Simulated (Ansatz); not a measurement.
**In2H5: one candidate of a structure search**

The task: take a trial cell of In2H5 to zero force and stress.

Program: Ansatz 0.2.0. Level of theory: DFT PBE, scalar-relativistic, plane waves, PAW. These are calculated values, not measurements.

**1. Starting point**

Symmetry: I4/mmm, No. 139, tetragonal system. Conventional cell: a = 4.616 Å, b = 4.616 Å, c = 7.951 Å, α = 90.00°, β = 90.00°, γ = 90.00°. In (site symmetry 4mm) has 5 H at 1.65 to 1.67 Å as nearest neighbours. H (site symmetry 2/m) is surrounded by 2 In at 1.67 Å. H (site symmetry 4/mmm) is surrounded by 2 In at 1.65 Å.

Structure file:

```
In H
1.0
    -2.30778    2.30778    3.97569
     2.30778   -2.30778    3.97569
     2.30778    2.30778   -3.97569
In H
2 5
Direct
  0.29191 0.29191 0.00000
  0.70809 0.70809 0.00000
  0.00000 0.00000 0.50000
  0.50000 0.00000 0.00000
  0.00000 0.50000 0.00000
  0.50000 0.50000 0.50000
  0.50000 0.50000 0.00000
```

The cell is invented: 5-connected net, bridging atoms on its edges (I4/mmm, No. 139). Its size is a rough estimate.

**2. The guess as it stands, on a coarse mesh**

input.yaml reads:

```yaml
crystal:
  lattice:
    - [-2.30777515, 2.30777515, 3.97568775]
    - [2.30777515, -2.30777515, 3.97568775]
    - [2.30777515, 2.30777515, -3.97568775]
  atoms:
    - { symbol: In, position: [0.29190758, 0.29190758, 0.0] }
    - { symbol: In, position: [0.70809242, 0.70809242, 0.0] }
    - { symbol: H, position: [0.0, 0.0, 0.5] }
    - { symbol: H, position: [0.5, 0.0, 0.0] }
    - { symbol: H, position: [0.0, 0.5, 0.0] }
    - { symbol: H, position: [0.5, 0.5, 0.5] }
    - { symbol: H, position: [0.5, 0.5, 0.0] }
basis:
  ecutwfc: 420
kpoints:
  mp_grid: { grid: [6, 6, 6] }
hamiltonian:
  xc: pbe
scf:
  occupations: { method: gaussian, width: 0.1 }
  lower_state_search: "off"
output:
  forces: true
  stress: true
  eigenvalues: true
```

Command:

```
$ ansatz run input.yaml --threads 1 --pin off --max-ram 2560MiB --backend cpu --events-out ev --progress --plain --runs-dir out
```

Standard output, shortened:

```text
[...]
SCF converged after 8 iterations
Free energy (F): -11268.981190 eV
[...]
E sigma→0 (E₀):  -11268.974423 eV
Entropy (-TS):   -0.013536 eV (-1.934 meV/atom)
Fermi energy:    7.494220 eV
[...]
--- Forces (eV/Å), atoms counted from 1 ---
  atom   1  In     0.00000000    -0.00000000    -0.79156450
  atom   2  In     0.00000000    -0.00000000     0.79156450
  atom   3  H      0.00000000    -0.00000000     0.00000000
  atom   4  H      0.00000000    -0.00000000     0.00000000
  atom   5  H      0.00000000    -0.00000000     0.00000000
  atom   6  H      0.00000000     0.00000000     0.00000000
  atom   7  H      0.00000000     0.00000000    -0.00000000
[...]
--- Stress (GPa, compression-positive) ---
       40.438118       0.000000      -0.000000
        0.000000      40.438118      -0.000000
        0.000000       0.000000      20.617032
  P = ⅓ Tr σ = 33.8311 GPa (338.311 kbar)
--- Band table (eV; the first three rows and the last of 30) ---
  k-point 0: bands = ["-9.7429", "-9.5613", "-8.7419", "-8.7302", "-8.7302", "-8.6687", "-8.6681", "-8.6681", "-8.5942", "-8.4797", "-5.2992", "0.5912", "0.5912", "2.0178", "4.5483", "7.1518", "8.2248", "10.0383", "10.0383", "10.3879", "10.7556", "12.9682", "12.9682"]
[...]
```

It took 13 s on 1 thread of Intel Xeon at 2.50GHz (Skylake/Cascade Lake), shared host; peak memory 0.38 GiB.

The probe gives pressure 33.8 GPa, largest force 0.79 eV/Å, gap on this mesh none (metal). A guess like this is first relaxed loosely on the coarse mesh.

**3. Rough relaxation on the coarse mesh**

Edit input.yaml of step 2 so:

```diff
@@ -26 +26,6 @@
   eigenvalues: true
+relax:
+  adjacent_minimum: "off"
+  f_tol: 0.04
+  max_steps: 70
+  cell: { stress_tol: 0.4 }
```

Command:

```
$ ansatz run input.yaml --threads 1 --pin off --max-ram 2560MiB --backend cpu --events-out ev --progress --plain --runs-dir out
```

Standard output:

```text
Warning: RAYON_NUM_THREADS=1 ignored (pool sized by the plan → 1); use --threads N
Engine: ansatz 0.2.0, x86_64-unknown-linux-gnu
Pseudopotentials: kind: paw
Pseudopotential: In, paw, valence charge 13, recommended cutoff 420 eV (normal), In.paw.azcp
Pseudopotential: H, paw, valence charge 1, recommended cutoff 420 eV (normal), H.paw.azcp
Functional definition: PBE
  parameter kappa = 0.804
  parameter beta = 0.06672455060314922
  exchange = pbe_x(kappa = kappa, mu = beta*pi^2/3)
  correlation = pbe_c(beta = beta)
Crystal: 7 atoms, lattice volume = 84.695 Å³
Basis set: ecut = 420 eV, 1669 PW (Γ), exchange–correlation on 72×72×72 points (8 copies of the dense FFT grid, shifted against one another)
Bands: 23, of which v1, the nominal top of the filled ones, is band 16 counted from 1 (15 counted from 0)
Symmetry: 16 space group operations
Space group: I4/mmm (ITA 139), of the structure as read, at distance tolerance 4.4e-5 Å
k-points: 30 of 216
Non-local potential: In, projectors of the file, l = 0: 2, l = 1: 2, l = 2: 2, l = 3: 2
Non-local potential: H, projectors of the file, l = 0: 2, l = 1: 1
PAW form: soft (Blöchl's): semilocal exchange-correlation on the pseudo side does not see the compensation charge
PAW one-centre angular grid: In, 590 points (default); XC on 64 Gauss nodes
PAW one-centre angular grid: H, 110 points (default); XC on 64 Gauss nodes
Initial density: superposition of atomic densities (neutral atoms: chi_scale 0, normalization atom), corrected by the library's trained network
Initial wavefunctions: pseudopotential atomic-orbital guess
Functional: x = pbe(κ = 0.804, μ = 0.2195149727645171), c = pbe(β = 0.06672455060314922)
SCF iter   1: F=—  HF=-11269.004377 eV  |F-HF|=—  |Δ(HF+E_count)|=         —  Δρ=8.38e-3  dr2=1.13e-1  ethr=1.77e-3  ⟨swp⟩=6.3  Hψ=3425  notcnv=0  defer=1
preconditioner: auto → LDOS  [metal: Δε(μ)=0.072 eV  Ē_g=17.130 eV  σ=0.100 eV  W_gap=0.35  n_scr=14 (ndim 8)  ℏωp=22.5 eV  f_vac=0.060  D(μ)=2.10/eV (n_scr^D=14)  β→1.0]
SCF iter   2: F=—  HF=-11268.977290 eV  |F-HF|=—  |Δ(HF+E_count)|=   2.71e-2  Δρ=3.39e-3  dr2=1.20e-2  ethr=3.65e-4  ⟨swp⟩=3.0  Hψ=1539  notcnv=0  defer=73
SCF iter   3: F=—  HF=-11268.982278 eV  |F-HF|=—  |Δ(HF+E_count)|=   4.99e-3  Δρ=2.77e-3  dr2=8.85e-3  ethr=3.87e-5  ⟨swp⟩=2.0  Hψ=1230  notcnv=0  defer=73
SCF iter   4: F=—  HF=-11268.980326 eV  |F-HF|=—  |Δ(HF+E_count)|=   1.95e-3  Δρ=5.48e-4  dr2=3.98e-4  ethr=2.86e-5  ⟨swp⟩=2.1  Hψ=1071  notcnv=0  defer=73
SCF iter   5: F=—  HF=-11268.981127 eV  |F-HF|=—  |Δ(HF+E_count)|=   8.01e-4  Δρ=2.24e-4  dr2=3.40e-5  ethr=1.28e-6  ⟨swp⟩=2.0  Hψ=1034  notcnv=0  defer=73
SCF iter   6: F=—  HF=-11268.981180 eV  |F-HF|=—  |Δ(HF+E_count)|=   5.37e-5  Δρ=6.82e-5  dr2=4.77e-6  ethr=1.10e-7  ⟨swp⟩=2.0  Hψ=1130  notcnv=0  defer=73
SCF iter   7: F=—  HF=-11268.981190 eV  |F-HF|=—  |Δ(HF+E_count)|=   9.37e-6  Δρ=1.57e-5  dr2=2.63e-7  ethr=1.54e-8  ⟨swp⟩=2.0  Hψ=1061  notcnv=0  defer=73
SCF iter   8: F=-11268.981190 eV  HF=-11268.981190 eV  |F-HF|=2.29e-8  |Δ(HF+E_count)|=   6.66e-7  Δρ=2.60e-6  dr2=1.09e-8  ethr=3.23e-10  ⟨swp⟩=10.5  Hψ=3697  notcnv=0
SCF 1 converged in 8 iterations: F = -11268.981190 eV  dr2 = 1.09e-8
relax step   1: F+E_penalty+E_count = -11268.98119044 eV  Δ(F+E_penalty+E_count) = +0.000e0 eV  max|allowed force component| = 7.916e-1 eV/Å  Δτ_max = 0.0000 Å  P = +33.831 GPa  Ω = 84.695 Å³  (8 SCF iters, dr2 threshold 1.00e-7 eV, accepted)
Crystal: 7 atoms, lattice volume = 95.391 Å³
Basis set: ecut = 420 eV, 1881 PW (Γ), exchange–correlation on 72×72×72 points (8 copies of the dense FFT grid, shifted against one another)
Initial density: handed on by an earlier stage of this run
Initial wavefunctions: those handed on with the density
iter 1 solved again at ethr=3.79e-4 eV; its pass at ethr=3.10e-3 eV (dr2=1.17e-1 eV) is discarded
SCF iter   1: F=—  HF=-11270.964693 eV  |F-HF|=—  |Δ(HF+E_count)|=         —  Δρ=1.20e-2  dr2=1.18e-1  ethr=3.79e-4  ⟨swp⟩=1.1  Hψ=4830  notcnv=0
preconditioner: auto → none  [insulator: Δε(μ)=0.269 eV  Ē_g=16.580 eV  σ=0.100 eV  W_gap=0.70  n_scr=14 (ndim 8)  ℏωp=21.2 eV  f_vac=0.205  D(μ)=1.04/eV (n_scr^D=0)  ε∞_Penn≈2.6]
SCF iter   2: F=—  HF=-11270.927820 eV  |F-HF|=—  |Δ(HF+E_count)|=   3.69e-2  Δρ=3.56e-3  dr2=1.01e-2  ethr=3.79e-4  ⟨swp⟩=2.2  Hψ=1108  notcnv=0
SCF iter   3: F=—  HF=-11270.926505 eV  |F-HF|=—  |Δ(HF+E_count)|=   1.31e-3  Δρ=7.00e-4  dr2=5.01e-4  ethr=3.25e-5  ⟨swp⟩=2.7  Hψ=1093  notcnv=0
SCF iter   4: F=—  HF=-11270.926590 eV  |F-HF|=—  |Δ(HF+E_count)|=   8.47e-5  Δρ=1.99e-4  dr2=4.25e-5  ethr=1.62e-6  ⟨swp⟩=2.0  Hψ=1122  notcnv=0
SCF iter   5: F=—  HF=-11270.926652 eV  |F-HF|=—  |Δ(HF+E_count)|=   6.23e-5  Δρ=5.54e-5  dr2=3.72e-6  ethr=1.37e-7  ⟨swp⟩=2.0  Hψ=865  notcnv=0
SCF iter   6: F=-11270.926653 eV  HF=-11270.926653 eV  |F-HF|=1.76e-7  |Δ(HF+E_count)|=   7.46e-7  Δρ=1.28e-5  dr2=1.05e-7  ethr=2.26e-9  ⟨swp⟩=7.6  Hψ=3447  notcnv=0
SCF 2 converged in 6 iterations: F = -11270.926653 eV  dr2 = 1.05e-7
relax step   2: F+E_penalty+E_count = -11270.92665337 eV  Δ(F+E_penalty+E_count) = -1.945e0 eV  max|allowed force component| = 6.989e-1 eV/Å  Δτ_max = 0.0294 Å  P = +19.790 GPa  Ω = 95.391 Å³  energy of the carried Pulay correction = -1.096e-2 eV  (6 SCF iters, dr2 threshold 7.00e-7 eV, accepted)
Crystal: 7 atoms, lattice volume = 106.103 Å³
Basis set: ecut = 420 eV, 2089 PW (Γ), exchange–correlation on 72×72×72 points (8 copies of the dense FFT grid, shifted against one another)
iter 1 solved again at ethr=3.46e-4 eV; its pass at ethr=3.10e-3 eV (dr2=1.07e-1 eV) is discarded
SCF iter   1: F=—  HF=-11272.131027 eV  |F-HF|=—  |Δ(HF+E_count)|=         —  Δρ=1.03e-2  dr2=1.08e-1  ethr=3.46e-4  ⟨swp⟩=1.1  Hψ=4791  notcnv=0
preconditioner: auto → none  [insulator: Δε(μ)=0.132 eV  Ē_g=16.109 eV  σ=0.100 eV  W_gap=0.63  n_scr=14 (ndim 8)  ℏωp=20.1 eV  f_vac=0.233  D(μ)=0.95/eV (n_scr^D=0)  ε∞_Penn≈2.6]
SCF iter   2: F=—  HF=-11272.095967 eV  |F-HF|=—  |Δ(HF+E_count)|=   3.51e-2  Δρ=2.85e-3  dr2=8.98e-3  ethr=3.46e-4  ⟨swp⟩=2.1  Hψ=1034  notcnv=0
SCF iter   3: F=—  HF=-11272.094627 eV  |F-HF|=—  |Δ(HF+E_count)|=   1.34e-3  Δρ=6.93e-4  dr2=4.44e-4  ethr=2.90e-5  ⟨swp⟩=2.2  Hψ=932  notcnv=0
SCF iter   4: F=—  HF=-11272.094671 eV  |F-HF|=—  |Δ(HF+E_count)|=   4.43e-5  Δρ=1.85e-4  dr2=4.15e-5  ethr=1.43e-6  ⟨swp⟩=2.0  Hψ=1142  notcnv=0
SCF iter   5: F=—  HF=-11272.094710 eV  |F-HF|=—  |Δ(HF+E_count)|=   3.82e-5  Δρ=4.61e-5  dr2=2.28e-6  ethr=1.34e-7  ⟨swp⟩=2.0  Hψ=856  notcnv=0
SCF iter   6: F=-11272.094711 eV  HF=-11272.094711 eV  |F-HF|=1.45e-7  |Δ(HF+E_count)|=   1.01e-6  Δρ=1.22e-5  dr2=1.11e-7  ethr=2.26e-9  ⟨swp⟩=7.1  Hψ=3343  notcnv=0
SCF 3 converged in 6 iterations: F = -11272.094711 eV  dr2 = 1.11e-7
relax step   3: F+E_penalty+E_count = -11272.09471071 eV  Δ(F+E_penalty+E_count) = -1.168e0 eV  max|allowed force component| = 3.928e-1 eV/Å  Δτ_max = 0.0558 Å  P = +9.901 GPa  Ω = 106.103 Å³  energy of the carried Pulay correction = -2.072e-2 eV  (6 SCF iters, dr2 threshold 7.00e-7 eV, accepted)
[... from here on, the SCF cycles and remarks between the steps are left out ...]
relax step   4: F+E_penalty+E_count = -11272.60926912 eV  Δ(F+E_penalty+E_count) = -5.146e-1 eV  max|allowed force component| = 5.249e-3 eV/Å  Δτ_max = 0.0698 Å  P = +3.097 GPa  Ω = 115.877 Å³  energy of the carried Pulay correction = -2.872e-2 eV  (6 SCF iters, dr2 threshold 7.00e-7 eV, accepted)
relax step   5: F+E_penalty+E_count = -11272.67776276 eV  Δ(F+E_penalty+E_count) = -6.849e-2 eV  max|allowed force component| = 9.867e-2 eV/Å  Δτ_max = 0.0054 Å  P = +0.453 GPa  Ω = 121.662 Å³  energy of the carried Pulay correction = -3.311e-2 eV  (5 SCF iters, dr2 threshold 7.00e-7 eV, accepted)
relax step   6: F+E_penalty+E_count = -11272.68327936 eV  Δ(F+E_penalty+E_count) = -5.517e-3 eV  max|allowed force component| = 4.593e-2 eV/Å  Δτ_max = 0.0401 Å  P = -0.005 GPa  Ω = 125.113 Å³  energy of the carried Pulay correction = -3.562e-2 eV  (5 SCF iters, dr2 threshold 7.00e-7 eV, accepted)
relax step   7: F+E_penalty+E_count = -11272.68345139 eV  Δ(F+E_penalty+E_count) = -1.720e-4 eV  max|allowed force component| = 3.383e-3 eV/Å  Δτ_max = 0.0191 Å  P = +0.006 GPa  Ω = 126.073 Å³  energy of the carried Pulay correction = -3.630e-2 eV  (5 SCF iters, dr2 threshold 1.32e-7 eV, accepted)
relax step   8: F+E_penalty+E_count = -11272.79714215 eV  Δ(F+E_penalty+E_count) = -1.137e-1 eV  max|allowed force component| = 1.037e-2 eV/Å  Δτ_max = 0.0000 Å  P = +1.103 GPa  Ω = 126.073 Å³  stress off target by 1.39e0 GPa  SCF on the basis re-selected at this cell (its energy is not comparable with the rows above)  (6 SCF iters)
relax step   9: F+E_penalty+E_count = -11272.81235066 eV  Δ(F+E_penalty+E_count) = -1.521e-2 eV  max|allowed force component| = 2.099e-2 eV/Å  Δτ_max = 0.0328 Å  P = +0.040 GPa  Ω = 132.053 Å³  energy of the carried Pulay correction = -4.000e-3 eV  (5 SCF iters, dr2 threshold 7.00e-7 eV, accepted)
relax step  10: F+E_penalty+E_count = -11272.81151062 eV  Δ(F+E_penalty+E_count) = +8.400e-4 eV  max|allowed force component| = 5.785e-2 eV/Å  Δτ_max = 0.0306 Å  P = -0.093 GPa  Ω = 134.213 Å³  energy of the carried Pulay correction = -5.525e-3 eV  (6 SCF iters, accepted)
relax step  11: F+E_penalty+E_count = -11272.81278199 eV  Δ(F+E_penalty+E_count) = -1.271e-3 eV  max|allowed force component| = 1.333e-2 eV/Å  Δτ_max = 0.0124 Å  P = +0.026 GPa  Ω = 133.288 Å³  energy of the carried Pulay correction = -4.848e-3 eV  (5 SCF iters, dr2 threshold 2.09e-7 eV, accepted)
iter 1 solved again at ethr=7.45e-7 eV; its pass at ethr=3.10e-3 eV (dr2=2.31e-4 eV) is discarded
SCF iter   1: F=—  HF=-11272.814664 eV  |F-HF|=—  |Δ(HF+E_count)|=         —  Δρ=2.38e-4  dr2=5.26e-6  ethr=7.45e-7  ⟨swp⟩=2.5  Hψ=4952  notcnv=0
preconditioner: auto → none  [insulator: Δε(μ)=0.156 eV  Ē_g=15.358 eV  σ=0.100 eV  W_gap=0.62  n_scr=14 (ndim 8)  ℏωp=17.9 eV  f_vac=0.266  D(μ)=1.15/eV (n_scr^D=0)  ε∞_Penn≈2.4]
SCF iter   2: F=—  HF=-11272.816756 eV  |F-HF|=—  |Δ(HF+E_count)|=   2.09e-3  Δρ=1.19e-4  dr2=1.38e-6  ethr=1.70e-8  ⟨swp⟩=2.8  Hψ=1193  notcnv=0
SCF iter   3: F=—  HF=-11272.817691 eV  |F-HF|=—  |Δ(HF+E_count)|=   9.35e-4  Δρ=3.55e-5  dr2=1.41e-7  ethr=4.44e-9  ⟨swp⟩=2.9  Hψ=1123  notcnv=0
SCF iter   4: F=—  HF=-11272.817792 eV  |F-HF|=—  |Δ(HF+E_count)|=   1.01e-4  Δρ=3.38e-6  dr2=1.18e-8  ethr=4.56e-10  ⟨swp⟩=2.2  Hψ=1165  notcnv=0
SCF iter   5: F=-11272.817792 eV  HF=-11272.817792 eV  |F-HF|=5.73e-8  |Δ(HF+E_count)|=   1.37e-7  Δρ=1.29e-6  dr2=1.23e-9  ethr=1.45e-11  ⟨swp⟩=6.4  Hψ=2929  notcnv=0
SCF 12 converged in 5 iterations: F = -11272.817792 eV  dr2 = 1.23e-9
relax step  12: F+E_penalty+E_count = -11272.81779238 eV  Δ(F+E_penalty+E_count) = -5.010e-3 eV  max|allowed force component| = 1.248e-2 eV/Å  Δτ_max = 0.0000 Å  P = +0.026 GPa  Ω = 133.288 Å³  stress off target by 3.70e-2 GPa  SCF on the basis re-selected at this cell (its energy is not comparable with the rows above)  (5 SCF iters)
basis re-selected at this cell: Δ(F+E_penalty+E_count) = -5.010e-3 eV, ΔP = -0.000 GPa vs the last step (what re-selecting the basis moved, of the pressure what is left beyond the Pulay correction that the steps carried, after the strain that the cell walked since its last selection, with what the two solves' SCF thresholds leave and, on support functions, any second-order correction that the steps lacked; it is no measure of the basis error at this ecutwfc). This SCF's stress stands 3.70e-2 GPa from its target on what of the cell is left free (relax.cell.stress_tol is 4.00e-1 GPa) and its largest allowed force component is 1.25e-2 eV/Å (relax.f_tol is 4.00e-2 eV/Å): within both
SCF converged after 5 iterations
Free energy (F): -11272.817792 eV
Harris-Foulkes:  -11272.817792 eV  (|F-HF|=5.73e-8)
Internal energy: -11272.812065 eV  (E = F + TS)
E sigma→0 (E₀):  -11272.814929 eV
Entropy (-TS):   -0.005727 eV (-0.818 meV/atom)
Fermi energy:    2.486703 eV
--- Per-component energies (eV) ---
  E_band       = -267.675983
  E_kinetic    = 549.356213
  E_local      = -3443.732080  (includes V_loc(G=0)·N_el)
  E_nonlocal   = 741.166409
  E_hartree    = 1373.821973
  E_xc         = -473.427249
  E_vxc        = -253.619463  (∫ρ·V_xc dr)
  E_paw        = -8311.514580  (= ΣΔE_a)
  E_vpaw       = -608.486004  (= ΣTr[D̂ρ^β])
  E_aug_tail   = -0.005679  (compensation charges beyond the density's cutoff)
  E_ewald      = -1708.477072
  E_smearing   = -0.005727  (= −TS)
  E_closure    = 0.000000  (closes the sum)
  Σ components = -11272.817792   (vs F -11272.817792, Δ=0.00e0)
--- Forces (eV/Å), atoms counted from 1 ---
  atom   1  In    -0.00000000    -0.00000000     0.01247562
  atom   2  In     0.00000000    -0.00000000    -0.01247562
  atom   3  H      0.00000000    -0.00000000     0.00000000
  atom   4  H      0.00000000    -0.00000000     0.00000000
  atom   5  H     -0.00000000    -0.00000000    -0.00000000
  atom   6  H      0.00000000     0.00000000     0.00000000
  atom   7  H     -0.00000000     0.00000000     0.00000000
  max |Σ_I F_I| component: 4.16e-17 eV/Å
--- Stress (GPa, compression-positive) ---
        0.037019       0.000000       0.000000
        0.000000       0.037019       0.000000
       -0.000000       0.000000       0.004058
  P = ⅓ Tr σ = 0.0260 GPa (0.260 kbar)
--- Band table (eV; the first three rows and the last of 30) ---
  k-point 0: bands = ["-12.4507", "-12.4365", "-12.2096", "-12.1887", "-12.1887", "-12.1649", "-12.1649", "-12.1255", "-12.1206", "-12.0699", "-6.2383", "-1.8944", "-1.8944", "-1.0738", "-0.6428", "1.8490", "4.5553", "5.5181", "5.5181", "6.6559", "6.9937", "8.0965", "8.0965"]
  k-point 1: bands = ["-12.4470", "-12.3959", "-12.2381", "-12.1893", "-12.1826", "-12.1754", "-12.1649", "-12.1383", "-12.1174", "-12.0762", "-6.0155", "-2.7554", "-2.0015", "-1.1912", "0.8430", "0.8571", "4.8130", "5.5006", "5.7908", "6.2601", "7.5111", "7.6333", "8.2907"]
  k-point 2: bands = ["-12.4444", "-12.3199", "-12.3045", "-12.1905", "-12.1822", "-12.1757", "-12.1645", "-12.1614", "-12.1014", "-12.0887", "-5.3921", "-3.4749", "-2.2010", "-1.7459", "-0.5659", "3.3436", "5.3403", "5.5136", "5.6988", "6.6726", "7.6726", "8.8319", "8.9800"]
  k-point 29: bands = ["-12.4343", "-12.3596", "-12.3171", "-12.1816", "-12.1816", "-12.1694", "-12.1694", "-12.1274", "-12.1219", "-12.0686", "-5.4555", "-3.6385", "-2.0599", "-2.0599", "0.8595", "1.9246", "5.9431", "6.1065", "6.4294", "6.4816", "6.4816", "9.1150", "9.3828"]
--- Relaxed structure (10 steps of the walk, 10 accepted, 2 SCFs on fresh bases) ---
  F+E_penalty+E_count = -11272.81779238 eV   max|allowed force component| = 1.248e-2 eV/Å   (the final SCF, on the basis selected at the relaxed cell)
  cell:  # Å, volume = 133.2879 Å³
    - [-2.7280781466725994, 2.7280781466725994, 4.477310311239314]
    - [2.7280781466725994, -2.7280781466725994, 4.477310311239314]
    - [2.7280781466725994, 2.7280781466725994, -4.477310311239314]
  atoms:
    - { symbol: In, position: [0.2855864560383176, 0.2855864560383176, 5.191058232240301e-34] }
    - { symbol: In, position: [0.7144135439616824, 0.7144135439616824, 3.2254515880613866e-34] }
    - { symbol: H, position: [0.0, 0.0, 0.5] }
    - { symbol: H, position: [0.5, 0.0, 0.0] }
    - { symbol: H, position: [0.0, 0.5, 0.0] }
    - { symbol: H, position: [0.5, 0.5, 0.5] }
    - { symbol: H, position: [0.5, 0.5, 3.0672290670238695e-33] }
```

Run time: 2.3 min. Hardware: 1 thread of Intel Xeon at 2.50GHz (Skylake/Cascade Lake), shared host; peak memory 0.44 GiB.

The steps of the relaxation:

| step | energy from step 1 (eV/cell) | largest force component (eV/Å) | pressure (GPa) | volume (Å³) |
| --- | --- | --- | --- | --- |
| 1 | 0.0000 | 0.7916 | 33.83 | 84.70 |
| 2 | -1.9455 | 0.6989 | 19.79 | 95.39 |
| 3 | -3.1135 | 0.3928 | 9.90 | 106.10 |
| 4 | -3.6281 | 0.0052 | 3.10 | 115.88 |
| 5 | -3.6966 | 0.0987 | 0.45 | 121.66 |
| 6 | -3.7021 | 0.0459 | -0.01 | 125.11 |
| 7 | -3.7023 | 0.0034 | 0.01 | 126.07 |
| 8 | -3.8160 | 0.0104 | 1.10 | 126.07 |
| 9 | -3.8312 | 0.0210 | 0.04 | 132.05 |
| 10 | -3.8303 | 0.0579 | -0.09 | 134.21 |
| 11 | -3.8316 | 0.0133 | 0.03 | 133.29 |
| 12 | -3.8366 | 0.0125 | 0.03 | 133.29 |

Step 1 is the start. Steps 8, 12 each repeat the geometry before them on a plane-wave basis chosen anew, so the energy can jump there without any move.

Lengths and angles in the start's conventional setting:

|  | before | after | change |
| --- | --- | --- | --- |
| a (Å) | 4.616 | 5.456 | +18.2 % |
| b (Å) | 4.616 | 5.456 | +18.2 % |
| c (Å) | 7.951 | 8.955 | +12.6 % |
| volume (Å³/atom) | 12.10 | 19.04 | +57.4 % |
| shortest distance (Å) | 1.655 | 1.920 | +16.0 % |
| space group (0.01 Å) | I4/mmm | I4/mmm | same |

The run keeps the 16 symmetry operations of the start, so it could not have lowered the symmetry.

(Part 1 of 2 ends here.)
